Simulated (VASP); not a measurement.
# CdTe (F-43m) in VASP: further runs

CdTe is run at these levels: r2SCAN; tasks: single point, relaxation of cell and atoms.

Everything below comes from runs of VASP 6.6.1. Logs are shortened: lines on timing, memory, paths and dates and some standing lists are left out, and cuts for length are marked.

**Measured values to compare with.**

From a printed reference work, data compilation, for a bulk crystal of CdTe at 0 K: band gap 1.607 eV.

How close the calculation comes is told below.

## Step 1: The cell of the first run

The structure is cubic, space group F-43m (No. 216). The conventional cell has a = 6.556 Å, b = 6.556 Å, c = 6.556 Å, α = 90.00°, β = 90.00°, γ = 90.00°. Cd (site symmetry -43m) has 4 Te at 2.84 Å within 3.7 Å. Te (site symmetry -43m) has 4 Cd at 2.84 Å within 3.7 Å.

## Step 2: Single point, r2SCAN

POSCAR

```
CdTe
1.0
    0.0000000000      3.2778966179      3.2778966179
    3.2778966179      0.0000000000      3.2778966179
    3.2778966179      3.2778966179      0.0000000000
Cd Te
1 1
Direct
    0.0000000000      0.0000000000      0.0000000000
    0.2500000000      0.2500000000      0.2500000000
```

INCAR.step1

```
PREC = Accurate ; ENCUT = 520
ISMEAR = 0 ; SIGMA = 0.02
LREAL = F ; LASPH = T
NELM = 80 ; NBANDS = 16
GGA = PE ; ALGO = Normal
EDIFF = 1E-4 ; LWAVE = T
LCHARG = F
```

INCAR.step2

```
PREC = Accurate ; ENCUT = 520
EDIFF = 1E-6 ; ISMEAR = 0
SIGMA = 0.02 ; LREAL = F
LASPH = T ; NELM = 80
ALGO = Normal ; ISIF = 2
LWAVE = F ; LCHARG = F
METAGGA = R2SCAN ; LMIXTAU = T
NBANDS = 16 ; ISTART = 1
```

KPOINTS

```
regular mesh
0
Gamma
  8 8 8
```

Potentials or basis: VASP PAW PBE potentials, release 64 (Cd, Te).

Command:

```
cat potpaw_PBE.64/Cd/POTCAR potpaw_PBE.64/Te/POTCAR > POTCAR
cp INCAR.step1 INCAR
mpirun -np 1 vasp_std > vasp.out
cp INCAR.step2 INCAR
mpirun -np 1 vasp_std > vasp.out
```

OUTCAR:

```text
PREC = Accurate
   ENCUT = 520
   EDIFF = 1E-6
   ISMEAR = 0
   LREAL = F
   LASPH = T
   NELM = 80
   ISIF = 2
   METAGGA = R2SCAN
   ISTART = 1

 ion  position               nearest neighbor table
   1  0.000  0.000  0.000-   2 2.84   2 2.84   2 2.84   2 2.84
   2  0.250  0.250  0.250-   1 2.84   1 2.84   1 2.84   1 2.84

  LATTYP: Found a face centered cubic cell.
 ALAT       =     6.5557932358

  Lattice vectors:

 A1 = (   0.0000000000,   3.2778966179,   3.2778966179)
 A2 = (   3.2778966179,   0.0000000000,   3.2778966179)
 A3 = (   3.2778966179,   3.2778966179,   0.0000000000)

Analysis of symmetry for initial positions (statically):
=====================================================================
 Subroutine PRICEL returns:
 Original cell was already a primitive cell.

 Routine SETGRP: Setting up the symmetry group for a
 face centered cubic supercell.

 Subroutine GETGRP returns: Found 24 space group operations
 (whereof 24 operations were pure point group operations)
 out of a pool of 48 trial point group operations.

The static configuration has the point symmetry T_d .

Analysis of symmetry for dynamics (positions and initial velocities):
=====================================================================
 Subroutine PRICEL returns:
 Original cell was already a primitive cell.

 Routine SETGRP: Setting up the symmetry group for a
 face centered cubic supercell.

 Subroutine GETGRP returns: Found 24 space group operations
 (whereof 24 operations were pure point group operations)
 out of a pool of 48 trial point group operations.

The dynamic configuration has the point symmetry T_d .

 Subroutine INISYM returns: Found 24 space group operations
 (whereof 24 operations are pure point group operations),
 and found     1 'primitive' translations

----------------------------------------------------------------------------------------

                                     Primitive cell

  volume of cell :      70.4394

  direct lattice vectors                    reciprocal lattice vectors
     0.000000000  3.277896618  3.277896618    -0.152536842  0.152536842  0.152536842
     3.277896618  0.000000000  3.277896618     0.152536842 -0.152536842  0.152536842
     3.277896618  3.277896618  0.000000000     0.152536842  0.152536842 -0.152536842

  length of vectors
     4.635645853  4.635645853  4.635645853     0.264201561  0.264201561  0.264201561

  position of ions in fractional coordinates (direct lattice)
     0.000000000  0.000000000  0.000000000
     0.250000000  0.250000000  0.250000000

  ion indices of the primitive-cell ions
   primitive index   ion index
                 1           1
                 2           2

----------------------------------------------------------------------------------------

 KPOINTS: regular mesh

Automatic generation of k-mesh.
 Grid dimensions read from file:
 generate k-points for:    8    8    8

 Generating k-lattice:

  Cartesian coordinates                     Fractional coordinates (reciprocal lattice)
    -0.019067105  0.019067105  0.019067105     0.125000000  0.000000000  0.000000000
     0.019067105 -0.019067105  0.019067105     0.000000000  0.125000000  0.000000000
     0.019067105  0.019067105 -0.019067105     0.000000000  0.000000000  0.125000000

  Length of vectors
     0.033025195  0.033025195  0.033025195

  Shift w.r.t. Gamma in fractional coordinates (k-lattice)
     0.000000000  0.000000000  0.000000000

 Subroutine IBZKPT returns following result:
 ===========================================

 Found     29 irreducible k-points:

 Following reciprocal coordinates:
            Coordinates               Weight
  0.000000  0.000000  0.000000      1.000000
  0.125000  0.000000  0.000000      8.000000
  0.250000  0.000000  0.000000      8.000000
  0.375000  0.000000  0.000000      8.000000
  0.500000  0.000000  0.000000      4.000000
  0.125000  0.125000  0.000000      6.000000
[... 16 lines left out ...]
  0.500000  0.250000  0.125000     48.000000
 -0.375000  0.250000  0.125000     24.000000
 [... further k-points ...]
   k-points           NKPTS =     29   k-points in BZ     NKDIM =     29   number of bands    NBANDS=     16
   number of dos      NEDOS =    301   number of ions     NIONS =      2
   total plane-waves  NPLWV =  46656
   dimension x,y,z NGX =    36 NGY =   36 NGZ =   36
   dimension x,y,z NGXF=    72 NGYF=   72 NGZF=   72
   ions per type =               1   1
   NGX,Y,Z   is equivalent  to a cutoff of  12.91, 12.91, 12.91 a.u.
   NGXF,Y,Z  is equivalent  to a cutoff of  25.82, 25.82, 25.82 a.u.
 SYSTEM =  unknown system
   PREC   = accura    normal or accurate (medium, high low for compatibility)
   ISTART =      1    job   : 0-new  1-cont  2-samecut
   ICHARG =      0    charge: 1-file 2-atom 10-const
   ISPIN  =      1    spin polarized calculation?
   LNONCOLLINEAR =      F non collinear calculations
   LSORBIT =      F    spin-orbit coupling
   LASPH  =      T    aspherical Exc in radial PAW
   ENCUT  =  520.0 eV  38.22 Ry    6.18 a.u.   8.62  8.62  8.62*2*pi/ulx,y,z
   NELM   =     80;   NELMIN=  2; NELMDL=  0     # of ELM steps
   EDIFF  = 0.1E-05   stopping-criterion for ELM
   LREAL  =      F    real-space projection
   EDIFFG = 0.1E-04   stopping-criterion for IOM
   NSW    =      0    number of steps for IOM
   IBRION =     -1    ionic relax: 0-MD 1-quasi-New 2-CG
   NFREE  =      0    steps in history (QN), initial steepest desc. (CG)
   ISIF   =      2    stress and relaxation
   ISYM   =      2    0-nonsym 1-usesym 2-fastsym
   POTIM  = 0.5000    time-step for ionic-motion
   TEBEG  =    0.0;   TEEND  =   0.0 temperature during run
   PSTRESS=    0.0 pullay stress
   NELECT =      18.0000    total number of electrons
   NUPDOWN=      -1.0000    fix difference up-down
   EMIN   =  10.00;   EMAX   =-10.00  energy-range for DOS
   EFERMI =   0.00;   METHOD = LEGACY
   ISMEAR =     0;   SIGMA  =   0.02  broadening in eV -4-tet -1-fermi 0-gaus
   EFERMI_NEDOS =   21; number of points for ismear=-14 and -15
   IALGO  =     38    algorithm
   IMIX   =      4    mixing-type and parameters
     AMIX     =   0.40;   BMIX     =  1.00
     AMIX_MAG =   1.60;   BMIX_MAG =  1.00
  volume/ion in A,a.u.               =      35.22       237.67
  Fermi-wavevector in a.u.,A,eV,Ry     =   1.038868  1.963176 14.684046  1.079247
  Thomas-Fermi vector in A             =   2.173372
   LORBIT       =      0    0 simple, 1 ext, 2 COOP (PROOUT), +10 PAW based schemes
   METAGGA = R2SCAN    functional components
   LHFCALC =     F    Hartree Fock is set to
   AEXX    =    0.0000 exact exchange contribution
   IVDW    =     0    specifies the selected vdW correction
   LEPSILON=     F    determine dielectric tensor
   LRPA    =     F    only Hartree local field effects (RPA)
 non-spin polarized calculation
 Gauss-broadening in eV      SIGMA  =   0.02
  energy-cutoff  :      520.00
  volume of cell :       70.44
 maximum number of plane-waves:      1924
 NGX is ok and might be reduce to    36
   NGX = 17   NGY = 17   NGZ = 17

 number of electron      18.0000005 magnetization

 Free energy of the ion-electron system (eV)
  ---------------------------------------------------
  ext. energy  EPLUGINS =         0.00000000
  ---------------------------------------------------
  free energy    TOTEN  =       -46.64516215 eV

  energy without entropy =      -46.64516215  energy(sigma->0) =      -46.64516215

 E-fermi :   1.9355     XC(G=0):  -8.9450

 val. band max:        1.7915203731   @ k =   0.0000   0.0000   0.0000
 cond. band min:       2.9524308809   @ k =   0.0000   0.0000   0.0000
 fundamental gap:      1.1609105078
 Fermi energy:         1.9354554651

 k-point     1 :       0.0000    0.0000    0.0000
  band No.  band energies     occupation
      1      -9.5373      2.00000
      2      -6.6573      2.00000
      3      -6.6573      2.00000
      4      -6.6573      2.00000
      5      -6.3992      2.00000
      6      -6.3992      2.00000
[... 8 lines left out ...]
     15      11.5621      0.00000
     16      11.5621      0.00000

 k-point     2 :       0.1250    0.0000    0.0000
  band No.  band energies     occupation
      1      -9.4815      2.00000
      2      -6.6467      2.00000
      3      -6.6467      2.00000
      4      -6.6094      2.00000
      5      -6.3999      2.00000
      6      -6.3999      2.00000
[... 8 lines left out ...]
     15      10.8678      0.00000
     16      10.8678      0.00000

 k-point     3 :       0.2500    0.0000    0.0000
  band No.  band energies     occupation
      1      -9.3470      2.00000
      2      -6.6228      2.00000
      3      -6.6228      2.00000
      4      -6.4528      2.00000
      5      -6.3992      2.00000
      6      -6.3992      2.00000
[... 8 lines left out ...]
     15      10.6677      0.00000
     16      10.6677      0.00000

 k-point     4 :       0.3750    0.0000    0.0000
  band No.  band energies     occupation
      1      -9.2144      2.00000
      2      -6.6024      2.00000
      3      -6.6024      2.00000
      4      -6.3944      2.00000
      5      -6.3944      2.00000
      6      -6.2037      2.00000
[... 8 lines left out ...]
     15      11.5006      0.00000
     16      11.5006      0.00000
[... 324 lines left out ...]
 k-point    22 :       0.3750    0.2500    0.1250
  band No.  band energies     occupation
      1      -9.2490      2.00000
      2      -6.5956      2.00000
      3      -6.5837      2.00000
      4      -6.4414      2.00000
      5      -6.3896      2.00000
      6      -6.3087      2.00000
[... 8 lines left out ...]
     15      12.0657      0.00000
     16      12.6917      0.00000

 k-point    23 :       0.5000    0.2500    0.1250
  band No.  band energies     occupation
      1      -9.1457      2.00000
      2      -6.5756      2.00000
      3      -6.5662      2.00000
      4      -6.4238      2.00000
      5      -6.3896      2.00000
      6      -6.0892      2.00000
[... 8 lines left out ...]
     15      12.2720      0.00000
     16      12.9585      0.00000

 k-point    24 :      -0.3750    0.2500    0.1250
  band No.  band energies     occupation
      1      -9.1042      2.00000
      2      -6.5695      2.00000
      3      -6.5596      2.00000
      4      -6.4131      2.00000
      5      -6.3936      2.00000
      6      -5.9599      2.00000
[... 8 lines left out ...]
     15      12.3590      0.00000
     16      12.9297      0.00000

 [... further k-points ...]
[... 5 lines left out ...]
  --------------------------------------------------------------------------------------
  -------------------------------------------------------------------------------------
  Total        0.0647988      0.0647988      0.0647988      0.0000000     -0.0000000      0.0000000
  in kB        1.4738784      1.4738784      1.4738784      0.0000000     -0.0000000      0.0000000
  external PRESSURE =       1.4738784 kB  Pullay stress =       0.0000000 kB

 VOLUME and BASIS-vectors are now :
 -----------------------------------------------------------------------------
  energy-cutoff  :      520.00
  volume of cell :       70.44
      direct lattice vectors                 reciprocal lattice vectors
     0.000000000  3.277896618  3.277896618    -0.152536842  0.152536842  0.152536842
     3.277896618  0.000000000  3.277896618     0.152536842 -0.152536842  0.152536842
     3.277896618  3.277896618  0.000000000     0.152536842  0.152536842 -0.152536842

 POSITION                                       TOTAL-FORCE (eV/Angst)
 -----------------------------------------------------------------------------------
      0.00000      0.00000      0.00000         0.000000      0.000000      0.000000
      1.63895      1.63895      1.63895        -0.000000     -0.000000     -0.000000
 -----------------------------------------------------------------------------------
    total drift:                               -0.000001     -0.000001     -0.000001

  FREE ENERGIE OF THE ION-ELECTRON SYSTEM (eV)
  ---------------------------------------------------
  free  energy   TOTEN  =       -46.6451621451 eV

  energy  without entropy=      -46.6451621451  energy(sigma->0) =      -46.64516215
```

It took 79 s on 1 thread of Intel Xeon Platinum 8488C (Sapphire Rapids), shared host; peak memory 0.23 GiB.

Results:

```
Free energy            : -46.6452 eV
Pressure               : 0.1 GPa
Band gap on the k mesh : 1.16 eV, direct
```

Levels at points of the mesh, in eV from the valence-band top:
```csv
k point,band 6,band 7,band 8,band 9,band 10,band 11,band 12,band 13
"(0.00, 0.00, 0.00)",-8.19,0.00,0.00,0.00,1.16,5.05,5.05,5.05
"(0.50, 0.00, 0.00)",-7.84,-4.30,-0.74,-0.74,2.19,5.60,5.60,7.38
"(0.50, 0.50, 0.00)",-7.70,-4.18,-1.79,-1.79,2.95,2.99,9.26,9.64
```

Caveat: the PAW data sets were made with another functional, which shifts forces and pressure a little; spin-orbit coupling is left out, which moves the levels of the heavy elements.

## Step 3: Single point, r2SCAN (volume scaled by 1.03)

POSCAR

```
CdTe
1.0
    0.0000000000      3.3103531507      3.3103531507
    3.3103531507      0.0000000000      3.3103531507
    3.3103531507      3.3103531507      0.0000000000
Cd Te
1 1
Direct
    0.0000000000      0.0000000000      0.0000000000
    0.2500000000      0.2500000000      0.2500000000
```

INCAR.step1

```
PREC = Accurate
ENCUT = 520
ISMEAR = 0
SIGMA = 0.02
LREAL = False
LASPH = True
NELM = 60
NBANDS = 16
GGA = PE
ALGO = Normal
EDIFF = 1E-4
LWAVE = True
LCHARG = False
```

INCAR.step2

```
PREC = Accurate
ENCUT = 520
EDIFF = 1E-6
ISMEAR = 0
SIGMA = 0.02
LREAL = False
LASPH = True
NELM = 60
ALGO = Normal
ISIF = 2
LWAVE = False
LCHARG = True
METAGGA = R2SCAN
LMIXTAU = True
LELF = True
LVHAR = True
NBANDS = 16
ISTART = 1
```

KPOINTS is that of step 2.

Potentials or basis: VASP PAW PBE potentials, release 64 (Cd, Te).

Command:

```
cat potpaw_PBE.64/Cd/POTCAR potpaw_PBE.64/Te/POTCAR > POTCAR
cp INCAR.step1 INCAR
mpirun -np 1 vasp_std > vasp.out
cp INCAR.step2 INCAR
mpirun -np 1 vasp_std > vasp.out
```

Wall time 81 s (1 thread of Intel Xeon Platinum 8488C (Sapphire Rapids), shared host); peak memory 0.23 GiB.

Results (log left out):

| Item | Value |
| --- | --- |
| Free energy | -46.6394 eV |
| Pressure | -1.0 GPa |
| Band gap on the k mesh | 1.07 eV, direct |

Levels at points of the mesh, in eV from the valence-band top:
```tsv
k point	band 5	band 6	band 7	band 8	band 9	band 10	band 11	band 12	band 13	band 14
(0.00, 0.00, 0.00)	-8.13	-8.13	0.00	0.00	0.00	1.07	5.07	5.07	5.07	7.81
(0.50, 0.00, 0.00)	-8.12	-7.80	-4.13	-0.70	-0.70	2.16	5.61	5.61	7.34	8.98
(0.50, 0.50, 0.00)	-8.10	-7.67	-4.04	-1.70	-1.70	2.98	3.01	9.09	9.48	9.48
```

Caveat: the PAW data sets were made with another functional, which shifts forces and pressure a little; spin-orbit coupling is left out, which moves the levels of the heavy elements.

(Continued in part 2 of 2.)
